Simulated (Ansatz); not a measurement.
**Zr across functionals**

```
CELL_PARAMETERS angstrom
0.00000 2.25500 2.25500
2.25500 0.00000 2.25500
2.25500 2.25500 0.00000
ATOMIC_POSITIONS crystal
Zr 0.00000 0.00000 0.00000
```

Conventional cell: a = 4.510 Å, b = 4.510 Å, c = 4.510 Å, α = 90.00°, β = 90.00°, γ = 90.00°. Zr (atom 1) has 12 Zr at 3.19 Å as nearest neighbours.

The cell is COD entry 1534901, as deposited and not checked against the literature; nothing was relaxed.

One fixed cell is solved with several functionals by PAW with the default files in Ansatz 0.2.0, scalar-relativistically. A positive pressure means that the functional wants a larger cell.

The PAW files were made with PBE; their cores are remade for each functional.

Sampling and basis: a Γ-centred 13×13×13 k mesh, Fermi–Dirac smearing of 0.05 eV, cutoff 420 eV, no spin polarisation.

Cutoffs: PBE 420 eV, LDA 420 eV, PBEsol 420 eV, r²SCAN 500 eV.

Problem. One of the runs gave P (GPa) = 1.79, lowest level at Γ above −25 eV, from the valence-band top or, without a gap, the Fermi level (eV) = -5.89. Which setting was it?
A. LDA
B. PBEsol
C. PBE
D. r²SCAN

Solution. D. The full set:
```json
{"setting": "PBE", "P (GPa)": "1.17", "lowest level at Γ above −25 eV, from the valence-band top or, without a gap, the Fermi level (eV)": "-5.56"}
{"setting": "LDA", "P (GPa)": "-5.62", "lowest level at Γ above −25 eV, from the valence-band top or, without a gap, the Fermi level (eV)": "-5.56"}
{"setting": "PBEsol", "P (GPa)": "-2.71", "lowest level at Γ above −25 eV, from the valence-band top or, without a gap, the Fermi level (eV)": "-5.58"}
{"setting": "r²SCAN", "P (GPa)": "1.79", "lowest level at Γ above −25 eV, from the valence-band top or, without a gap, the Fermi level (eV)": "-5.89"}
```
